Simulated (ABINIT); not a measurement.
# Al (Fm-3m) in ABINIT: notebook

One crystal, Al, is run at these levels: revPBE+D3, WC, SOGGA; tasks: equation of state, band structure.

All numbers are computed with ABINIT 10.8.3 (patched build); they aren't measurements. Logs are shortened: lines on timing, memory, paths and dates and some standing lists are left out, and cuts for length are marked. The log counts tension as positive stress, the text compression.

**Measured values to compare with.**

From “The interpretation of polycrystalline coherent inelastic neutron scattering from aluminium”, 2013, pmc:3831299, for a bulk crystal of Al: bulk modulus 76.9 GPa.

The runs below are set against these values where they give the same quantity.

## Step 1: The structure

Symmetry: Fm-3m, No. 225, cubic system. The conventional cell has a = 4.050 Å, b = 4.050 Å, c = 4.050 Å, α = 90.00°, β = 90.00°, γ = 90.00°. Al (site symmetry m-3m) is surrounded by 12 Al at 2.86 Å.

## Step 2: Equation of state, revPBE+D3

The input, run.abi:

```
# Datasets: one volume each
ndtset 7
getwfk -1
scalecart1 3*0.9795861087
scalecart2 3*0.9864848297
scalecart3 3*0.9932883884
scalecart4 3*1.0000000000
scalecart5 3*1.0066227096
scalecart6 3*1.0131594038
scalecart7 3*1.0196128224

# Pseudopotentials
pp_dirpath "./"
pseudos "Al.GGA_PBE-JTH.xml"

# Structure
acell 5.4112434042 5.4112434042 5.4112434042
rprim
     0.0000000000     0.7071067812     0.7071067812
     0.7071067812     0.0000000000     0.7071067812
     0.7071067812     0.7071067812     0.0000000000
ntypat 1
znucl 13
natom 1
typat 1
xred
     0.0000000000     0.0000000000     0.0000000000

# Plane-wave basis
ecut 20.0
pawecutdg 40.0

# k points
kptopt 1
ngkpt 11 11 11
nshiftk 1
shiftk 0.0 0.0 0.0

# Exchange and correlation
ixc 14
vdw_xc 6

# Bands and occupations
nband 6
occopt 3
tsmear 0.00183747

# SCF cycle
nstep 100
tolvrs 1.0e-9

# Output
iomode 3
prtwf 1
prtden 0
prteig 0
prtebands 0
enunit 2
```

Potentials or basis: JTH PAW PBE v2.0.

Launch:

```sh
> abinit run.abi > log 2>&1
```

run.abo:

```text
.Version 10.8.3 of ABINIT
 DATASET    1 : space group Fm -3 m (#225); Bravais cF (face-center cubic)
================================================================================
 Values of the parameters that define the memory need for DATASET  1.
     intxc =       0    ionmov =       0      iscf =      17    lmnmax =       8
     lnmax =       4     mgfft =      24  mpssoang =       2    mqgrid =    3001
     natom =       1  nloc_mem =       2    nspden =       1   nspinor =       1
    nsppol =       1      nsym =      48    n1xccc =       1    ntypat =       1
    occopt =       3   xclevel =       2
       mpw =         462          nfft =       13824          nkpt =          56
 PAW method is used; the additional fine FFT grid is defined by:
   mgfftf=        32    nfftf =     32768
================================================================================
================================================================================
[... 71 lines left out ...]
 DATASET    7 : space group Fm -3 m (#225); Bravais cF (face-center cubic)
================================================================================
 Values of the parameters that define the memory need for DATASET  7.
     intxc =       0    ionmov =       0      iscf =      17    lmnmax =       8
     lnmax =       4     mgfft =      24  mpssoang =       2    mqgrid =    3001
     natom =       1  nloc_mem =       2    nspden =       1   nspinor =       1
    nsppol =       1      nsym =      48    n1xccc =       1    ntypat =       1
    occopt =       3   xclevel =       2
       mpw =         532          nfft =       13824          nkpt =          56
 PAW method is used; the additional fine FFT grid is defined by:
   mgfftf=        32    nfftf =     32768
================================================================================
================================================================================

--------------------------------------------------------------------------------
------------- Echo of variables that govern the present computation ------------
--------------------------------------------------------------------------------
 -outvars: echo values of preprocessed input variables --------
            acell      5.4112434042E+00  5.4112434042E+00  5.4112434042E+00 Bohr
              amu      2.69815390E+01
             ecut      2.00000000E+01 Hartree
           enunit           2
           getwfk          -1
                       outvar_i_n : Printing only first  50 k-points.
              ixc          14
           jdtset        1    2    3    4    5    6    7
                       outvar_i_n : Printing only first  50 k-points.
         kptrlatt       11    0    0      0   11    0      0    0   11
          kptrlen1     5.83085676E+01
          kptrlen2     5.87192048E+01
          kptrlen3     5.91241776E+01
          kptrlen4     5.95236774E+01
          kptrlen5     5.99178855E+01
          kptrlen6     6.03069736E+01
          kptrlen7     6.06911048E+01
            natom           1
            nband           6
           ndtset           7
            ngfft          24      24      24
          ngfftdg          32      32      32
             nkpt          56
            nstep         100
             nsym          48
           ntypat           1
                       prtocc : prtvol=0, do not print more k-points.
           occopt           3
        pawecutdg      4.00000000E+01 Hartree
         pawxcdev           0
           prtden           0
        prtebands           0
           prteig           0
            rprim1     0.0000000000E+00  6.9267198023E-01  6.9267198023E-01
                       6.9267198023E-01  0.0000000000E+00  6.9267198023E-01
                       6.9267198023E-01  6.9267198023E-01  0.0000000000E+00
            rprim2     0.0000000000E+00  6.9755011263E-01  6.9755011263E-01
                       6.9755011263E-01  0.0000000000E+00  6.9755011263E-01
                       6.9755011263E-01  6.9755011263E-01  0.0000000000E+00
            rprim3     0.0000000000E+00  7.0236095512E-01  7.0236095512E-01
                       7.0236095512E-01  0.0000000000E+00  7.0236095512E-01
                       7.0236095512E-01  7.0236095512E-01  0.0000000000E+00
            rprim4     0.0000000000E+00  7.0710678120E-01  7.0710678120E-01
                       7.0710678120E-01  0.0000000000E+00  7.0710678120E-01
                       7.0710678120E-01  7.0710678120E-01  0.0000000000E+00
            rprim5     0.0000000000E+00  7.1178974407E-01  7.1178974407E-01
                       7.1178974407E-01  0.0000000000E+00  7.1178974407E-01
                       7.1178974407E-01  7.1178974407E-01  0.0000000000E+00
            rprim6     0.0000000000E+00  7.1641188486E-01  7.1641188486E-01
                       7.1641188486E-01  0.0000000000E+00  7.1641188486E-01
                       7.1641188486E-01  7.1641188486E-01  0.0000000000E+00
            rprim7     0.0000000000E+00  7.2097514092E-01  7.2097514092E-01
                       7.2097514092E-01  0.0000000000E+00  7.2097514092E-01
                       7.2097514092E-01  7.2097514092E-01  0.0000000000E+00
          spgroup         225
           tolvrs      1.00000000E-09
           tsmear      1.83747000E-03 Hartree
            typat      1
           useylm           1
           vdw_xc           6
                       outvars : Printing only first  50 k-points.
            znucl       13.00000

================================================================================

 chkinp: Checking input parameters for consistency, jdtset=   1.

 chkinp: Checking input parameters for consistency, jdtset=   2.
[... 35 lines left out ...]
 getcut: wavevector=  0.0000  0.0000  0.0000  ngfft=  24  24  24
         ecut(hartree)=     20.000   => boxcut(ratio)=   2.24901

 getcut : COMMENT -
  Note that boxcut > 2.2 ; recall that boxcut=Gcut(box)/Gcut(sphere) = 2
  is sufficient for exact treatment of convolution.
  Such a large boxcut is a waste : you could raise ecut
  e.g. ecut=   25.290235 Hartrees makes boxcut=2

 Fine grid specifications (used for densities):

 getcut: wavevector=  0.0000  0.0000  0.0000  ngfft=  32  32  32
         ecut(hartree)=     40.000   => boxcut(ratio)=   2.12039

--- Pseudopotential description ------------------------------------------------
- pspini: atom type   1  psp file is ./Al.GGA_PBE-JTH.xml
 Pseudopotential format is: paw10
 basis_size (lnmax)=  4 (lmn_size=  8), orbitals=   0   0   1   1
 Spheres core radius: rc_sph= 1.90363307
 Shapefunction is SIN type: shapef(r)=[sin(pi*r/rshp)/(pi*r/rshp)]**2
 Radius for shape functions =  1.60786206
 Compensation charge density is not taken into account in XC energy/potential

  -1.09563711E+01                                ecore*ucvol(ha*bohr**3)
--------------------------------------------------------------------------------

================================================================================

--- !BeginCycle
iteration_state: {dtset: 1, }
solver: {iscf: 17, nstep: 100, nline: 4, wfoptalg: 10, }
tolerances: {tolvrs: 1.00E-09, }
...
[... 161 lines left out ...]
 getcut: wavevector=  0.0000  0.0000  0.0000  ngfft=  24  24  24
         ecut(hartree)=     20.000   => boxcut(ratio)=   2.23328

 getcut : COMMENT -
  Note that boxcut > 2.2 ; recall that boxcut=Gcut(box)/Gcut(sphere) = 2
  is sufficient for exact treatment of convolution.
  Such a large boxcut is a waste : you could raise ecut
  e.g. ecut=   24.937751 Hartrees makes boxcut=2

 Fine grid specifications (used for densities):

 getcut: wavevector=  0.0000  0.0000  0.0000  ngfft=  32  32  32
         ecut(hartree)=     40.000   => boxcut(ratio)=   2.10556
--------------------------------------------------------------------------------
[... 169 lines left out ...]
 getcut: wavevector=  0.0000  0.0000  0.0000  ngfft=  24  24  24
         ecut(hartree)=     20.000   => boxcut(ratio)=   2.21799

 getcut : COMMENT -
  Note that boxcut > 2.2 ; recall that boxcut=Gcut(box)/Gcut(sphere) = 2
  is sufficient for exact treatment of convolution.
  Such a large boxcut is a waste : you could raise ecut
  e.g. ecut=   24.597297 Hartrees makes boxcut=2

 Fine grid specifications (used for densities):

 getcut: wavevector=  0.0000  0.0000  0.0000  ngfft=  32  32  32
         ecut(hartree)=     40.000   => boxcut(ratio)=   2.09114
--------------------------------------------------------------------------------
[... 169 lines left out ...]
 getcut: wavevector=  0.0000  0.0000  0.0000  ngfft=  24  24  24
         ecut(hartree)=     20.000   => boxcut(ratio)=   2.20310

 getcut : COMMENT -
  Note that boxcut > 2.2 ; recall that boxcut=Gcut(box)/Gcut(sphere) = 2
  is sufficient for exact treatment of convolution.
  Such a large boxcut is a waste : you could raise ecut
  e.g. ecut=   24.268230 Hartrees makes boxcut=2

 Fine grid specifications (used for densities):

 getcut: wavevector=  0.0000  0.0000  0.0000  ngfft=  32  32  32
         ecut(hartree)=     40.000   => boxcut(ratio)=   2.07710
--------------------------------------------------------------------------------
[... 669 lines left out ...]
-Cartesian components of stress tensor (GPa)         [Pressure= -7.0378E+00 GPa]
- sigma(1 1)=  7.03775809E+00  sigma(3 2)=  0.00000000E+00
- sigma(2 2)=  7.03775809E+00  sigma(3 1)=  0.00000000E+00
- sigma(3 3)=  7.03775809E+00  sigma(2 1)=  0.00000000E+00

== END DATASET(S) ==============================================================
================================================================================

 -outvars: echo values of variables after computation  --------
            acell      5.4112434042E+00  5.4112434042E+00  5.4112434042E+00 Bohr
           etotal1    -2.1014251522E+00
           etotal2    -2.1014863332E+00
           etotal3    -2.1014095953E+00
           etotal4    -2.1012092524E+00
           etotal5    -2.1008990293E+00
           etotal6    -2.1004907737E+00
           etotal7    -2.0999962503E+00
            fcart1    -0.0000000000E+00 -0.0000000000E+00 -0.0000000000E+00
            fcart2    -0.0000000000E+00 -0.0000000000E+00 -0.0000000000E+00
            fcart3    -0.0000000000E+00 -0.0000000000E+00 -0.0000000000E+00
            fcart4    -0.0000000000E+00 -0.0000000000E+00 -0.0000000000E+00
            fcart5    -0.0000000000E+00 -0.0000000000E+00 -0.0000000000E+00
            fcart6    -0.0000000000E+00 -0.0000000000E+00 -0.0000000000E+00
            fcart7    -0.0000000000E+00 -0.0000000000E+00 -0.0000000000E+00
            rprim1     0.0000000000E+00  6.9267198023E-01  6.9267198023E-01
                       6.9267198023E-01  0.0000000000E+00  6.9267198023E-01
                       6.9267198023E-01  6.9267198023E-01  0.0000000000E+00
[... 17 lines left out ...]
                       7.2097514092E-01  7.2097514092E-01  0.0000000000E+00
           strten1    -5.9215955081E-05 -5.9215955081E-05 -5.9215955081E-05
                       0.0000000000E+00  0.0000000000E+00  0.0000000000E+00
           strten2     5.9314434929E-06  5.9314434929E-06  5.9314434929E-06
                       0.0000000000E+00  0.0000000000E+00  0.0000000000E+00
           strten3     6.4106657705E-05  6.4106657705E-05  6.4106657705E-05
                       0.0000000000E+00  0.0000000000E+00  0.0000000000E+00
           strten4     1.1595241778E-04  1.1595241778E-04  1.1595241778E-04
                       0.0000000000E+00  0.0000000000E+00  0.0000000000E+00
           strten5     1.6205937892E-04  1.6205937892E-04  1.6205937892E-04
                       0.0000000000E+00  0.0000000000E+00  0.0000000000E+00
           strten6     2.0297692277E-04  2.0297692277E-04  2.0297692277E-04
                       0.0000000000E+00  0.0000000000E+00  0.0000000000E+00
           strten7     2.3920853557E-04  2.3920853557E-04  2.3920853557E-04
                       0.0000000000E+00  0.0000000000E+00  0.0000000000E+00
 Calculation completed.
```

It took 14 s on 1 thread of Intel Xeon 6975P-C (Granite Rapids), shared host; peak memory 0.12 GiB.

What came out:

| Item | Value |
| --- | --- |
| Equilibrium volume | 15.91 Å³/atom |
| Bulk modulus | 88 GPa |
| Pressure derivative of the bulk modulus | 4.6 |

Energy against volume, from the lowest point:
| volume (Å³/atom) | energy (meV/atom) |
| --- | --- |
| 15.607 | 1.66 |
| 15.939 | 0.00 |
| 16.271 | 2.09 |
| 16.603 | 7.54 |
| 16.935 | 15.98 |
| 17.267 | 27.09 |
| 17.599 | 40.55 |

Caveat: pressures at fixed basis lie under the slope of the energies; the PAW data sets were made with another functional, which shifts forces and pressure a little.

## Step 3: Band structure, WC

The input, run.abi:

```
# Datasets: ground state, then fixed potential
ndtset 2

# Pseudopotentials
pp_dirpath "./"
pseudos "Al.upf"

# Structure
acell 3*1.0
rprim
     0.0000000000     3.8263269058     3.8263269058
     3.8263269058     0.0000000000     3.8263269058
     3.8263269058     3.8263269058     0.0000000000
ntypat 1
znucl 13
natom 1
typat 1
xred
     0.0000000000     0.0000000000     0.0000000000

# Plane-wave basis
ecut 544.227725 eV

# Exchange and correlation
ixc 23

# Bands and occupations
occopt 3
tsmear 0.05 eV

# SCF cycle
nstep 100

# Output
iomode 3
prtwf 0
prteig 0
prtebands 0
enunit 1
prtden1 1

# Dataset 1
kptopt1 1
ngkpt1 11 11 11
nshiftk1 1
shiftk1 0.0 0.0 0.0
nband1 6
tolvrs1 1.0e-10

# Dataset 2: bands along G-X-W-K-G-L-U-W-L-K
iscf2 -2
getden2 1
nband2 10
nbdbuf2 2
tolwfr2 1.0e-12
kptopt2 -9
ndivsm2 6
prteig2 1
prtvol2 -3
kptbounds2
     0.0000000000     0.0000000000     0.0000000000
     0.5000000000     0.0000000000     0.5000000000
     0.5000000000     0.2500000000     0.7500000000
     0.3750000000     0.3750000000     0.7500000000
     0.0000000000     0.0000000000     0.0000000000
     0.5000000000     0.5000000000     0.5000000000
     0.6250000000     0.2500000000     0.6250000000
     0.5000000000     0.2500000000     0.7500000000
     0.5000000000     0.5000000000     0.5000000000
     0.3750000000     0.3750000000     0.7500000000
```

Potentials or basis: PseudoDojo NC SR PBEsol v0.4.1 standard.

Launch:

```sh
> abinit run.abi > log 2>&1
```

It took 6.4 s on 1 thread of Intel Xeon 6975P-C (Granite Rapids), shared host; peak memory 0.09 GiB.

It converged, with:

| Quantity | Value |
| --- | --- |
| Free energy | -63.1835 eV |
| Pressure | -1.5 GPa |
| Band gap on the k mesh | none (metal or under the smearing width) |
| Valence electrons inside the program's atomic spheres | Al 0.87 (radii [1.0584] Å) |

Levels at the corners of the path, in eV from the Fermi level:
```
point  band 1  band 2  band 3  band 4  band 5
    Γ  -11.10   12.55   12.55   12.55   13.94
    X   -2.92   -1.61    5.25    5.54    5.54
    W   -0.85   -0.85    0.17    1.05   15.73
    K   -1.89   -1.36   -0.42    6.50    8.15
    Γ  -11.10   12.55   12.55   12.55   13.94
    L   -4.58   -4.38   11.28   11.28   11.41
    U   -1.89   -1.36   -0.42    6.50    8.15
    W   -0.85   -0.85    0.17    1.05   15.73
    L   -4.58   -4.38   11.28   11.28   11.41
    K   -1.89   -1.36   -0.42    6.50    8.15
```

Caveat: the potentials were made for another functional, which shifts forces and pressure.

## Step 4: Band structure, SOGGA

Edit run.abi of step 3 so:

```diff
@@ -5,3 +5,3 @@
 pp_dirpath "./"
-pseudos "Al.upf"
+pseudos "Al.GGA_PBE-JTH.xml"
 
@@ -22,5 +22,6 @@
 ecut 544.227725 eV
+pawecutdg 40.0
 
 # Exchange and correlation
-ixc 23
+ixc -150130
 
@@ -28,3 +29,3 @@
 occopt 3
-tsmear 0.05 eV
+tsmear 0.00183747
 
@@ -38,3 +39,2 @@
 prtebands 0
-enunit 1
 prtden1 1
@@ -47,3 +47,3 @@
 nband1 6
-tolvrs1 1.0e-10
+tolvrs1 1.0e-9
 
@@ -56,3 +56,3 @@
 kptopt2 -9
-ndivsm2 6
+ndivsm2 5
 prteig2 1
```

Potentials or basis: JTH PAW PBE v2.0.

Launch:

```sh
> abinit run.abi > log 2>&1
```

It took 7.2 s on 1 thread of Intel Xeon 6975P-C (Granite Rapids), shared host; peak memory 0.1 GiB.

The run converged. Its results:

```yaml
Free_energy: -57.2404 eV
Pressure: -2.5 GPa
Band_gap_on_the_k_mesh: none (metal or under the smearing width)
Valence_electrons_inside_the_program's_atomic_spheres: Al 0.73 (radii [1.0074] Å)
```

Levels at the corners of the path, in eV from the Fermi level:
```csv
point,band 1,band 2,band 3,band 4,band 5,band 6,band 7
Γ,-11.10,12.59,12.59,12.59,14.03,14.03,14.03
X,-2.92,-1.62,5.26,5.57,5.57,9.01,25.28
W,-0.84,-0.84,0.12,1.12,15.77,15.77,16.27
K,-1.88,-1.38,-0.40,6.53,8.17,15.61,21.70
Γ,-11.10,12.59,12.59,12.59,14.03,14.03,14.03
L,-4.60,-4.35,11.37,11.37,11.41,11.41,14.99
U,-1.88,-1.38,-0.40,6.53,8.17,15.61,21.70
W,-0.84,-0.84,0.12,1.12,15.77,15.77,16.27
L,-4.60,-4.35,11.37,11.37,11.41,11.41,14.99
K,-1.88,-1.38,-0.40,6.53,8.17,15.61,21.70
```

Caveat: the PAW data sets were made with another functional, which shifts forces and pressure a little.

## Step 5: The reference run

An earlier run on the cell as given: functional PBE; potentials or basis JTH PAW PBE v2.0; cutoff 544 eV; k mesh 11 × 11 × 11; occupations fermi-dirac, width 0.05 eV; no spin polarisation.

* Pressure: -0.6 GPa
* Band gap on the k mesh: none (metal or under the smearing width)
* Valence electrons inside the program's atomic spheres: Al 0.73 (radii [1.0074] Å)

## Step 6: The runs side by side

| task | level | potentials or basis | fine-grid cutoff | gap on the mesh (eV) | pressure (GPa) |
| --- | --- | --- | --- | --- | --- |
| equation of state | revPBE+D3 | JTH PAW PBE v2.0 | 1088.46 eV | - | - |
| band structure | WC | PseudoDojo NC SR PBEsol v0.4.1 standard | - | none | -1.5 |
| band structure | SOGGA | JTH PAW PBE v2.0 | 1088.46 eV | none | -2.5 |
| single point | PBE | JTH PAW PBE v2.0 | 1088.46 eV | none | -0.6 |

Alike in all rows: no spin polarisation; cell as given; k mesh 11 × 11 × 11; cutoff (eV) 544; smearing fermi-dirac 0.05 eV.

Caveats: the PAW data sets were made with another functional, which shifts forces and pressure a little (some runs); pressures at fixed basis lie under the slope of the energies (some runs); the potentials were made for another functional, which shifts forces and pressure (some runs).

Absolute energies hang on the potentials; compare differences alone.

## Step 7: Comparison with measurements

Step 2. A measured bulk modulus of Al is 76.9 GPa (quoted in “The interpretation of polycrystalline coherent inelastic neutron scattering from aluminium”, 2013, pmc:3831299); the calculated 88 GPa misses it by +14.2 %. The fit is for a static lattice scaled at fixed shape and fixed fractional positions. The cell as given is a measured one (16.60 Å³/atom); revPBE+D3 puts the equilibrium volume -4.2 % from it, thermal expansion not counted.
